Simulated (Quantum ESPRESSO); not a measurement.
Crystal: HfB2.

```
Hf B
1.0
     3.14000    0.00000    0.00000
    -1.57000    2.71932    0.00000
     0.00000    0.00000    3.48000
Hf B
1 2
Direct
  0.00000 0.00000 0.00000
  0.66667 0.33333 0.50000
  0.33333 0.66667 0.50000
```

Base run:

* Program: Quantum ESPRESSO 7.5
* Functional: PBEsol
* Potentials or basis: GBRV 1.5 PBEsol
* Cutoff: 612 eV
* Density cutoff: 4898 eV
* k mesh: 10 × 10 × 8
* Occupations: fermi-dirac, width 0.05 eV
* Spin: no spin polarisation
* Hubbard terms: Hf d U = 1 eV

Its results: band gap on the k mesh none (metal or under the smearing width); pressure -2.4 GPa.

The run is repeated on the same cell with these changes: hubbard terms from Hf d U = 1 eV to Hf d U = 8 eV. What comes out?

Band gap on the k mesh none (metal or under the smearing width); pressure 9.1 GPa.

Caveats: U without spin polarisation on a metal has little footing; the U is typed as a test and isn't derived for this compound.
